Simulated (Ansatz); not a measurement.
**CoSi2: strain energy, fitted**

CoSi2, Fm-3m, a = 5.360 Å. Ansatz: PBE, PAW, 420 eV, Γ-centred 10×10×8 mesh on 6 atoms, Gaussian smearing 0.10 eV; no spin polarisation. Series: uniaxial strain along c, with a, b and atoms relaxed; x is the strain in per cent. The axes a, b, c are those of the computed cell (3.790, 3.790, 5.360 Å), along [1 1 0], [-1 1 0], [0 0 1] of the cell named above. y is the free energy over the unstrained cell, V0 = 12.832 Å³/atom.

| x (%) | y (meV/atom) |
| --- | --- |
| -4.5 | ? |
| -3.0 | 5.63 |
| -1.5 | 1.51 |
| 0.0 | 0.00 |
| 1.5 | 0.89 |
| 3.0 | 4.00 |
| 4.5 | 9.02 |

Fit y = c2 x² + c3 x³ to the other rows, turn c2 into a modulus, and predict the missing energy.

Least squares on the rows shown. y = 0.5483 x² − 0.02412 x³. In eV per unit strain² c2 is 5.483; this is Young's modulus along the axis (E = ½ Y V0 ε²): 2 × 5.483 × 160.2 / (12.832) = 137 GPa. The unstrained cell keeps some stress along the strain, worth a slope of -0.13 meV/atom per %, which the form leaves out. With a term in x⁴ added, the coefficient of x² becomes 0.5006, 9 % less, which shows how far this figure hangs on the form. At x = -4.5 the fit asked for gives 13.30 meV/atom. The run gave 12.82 meV/atom, so the fit is 0.48 meV/atom too high, 3.7 % of the span of the series, against an rms of 0.20 meV/atom on the fitted rows. The row lies outside the fitted range. With a term in x⁴ added, a fit to the same known rows predicts 14.61 meV/atom, further off still.